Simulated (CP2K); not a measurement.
CdO (Monteponite):

```
CELL_PARAMETERS angstrom
3.32269 0.00000 0.00000
1.66135 2.87754 0.00000
1.66135 0.95918 2.71297
ATOMIC_POSITIONS crystal
Cd 0.00000 0.00000 0.00000
O 0.50000 0.50000 0.50000
```

Base run:

| Item | Value |
| --- | --- |
| Program | CP2K 2026.2 |
| Functional | PBEsol |
| Potentials or basis | POTENTIAL_UZH Cd GTH-PBE-q12, O GTH-PBE-q6; TZVP-MOLOPT-PBE-GTH basis |
| Density cutoff | 8163 eV |
| k mesh | 10 × 10 × 10 |
| Occupations | gaussian, width 0.1 eV |
| Spin | no spin polarisation |

Its results: band gap on the k mesh none (metal or under the smearing width); pressure 1.6 GPa.

Task: The run is repeated on the same cell with these changes: functional from PBEsol to PBE. What comes out?

Result: Band gap on the k mesh none (metal or under the smearing width); pressure 7.7 GPa.

PBE binds less tightly than PBEsol, so the same cell stands under more pressure.

Caveats: the basis of atomic orbitals isn't converged, which shifts pressures, moduli and gaps; the potentials were made for another functional, which shifts forces and pressure (some runs).
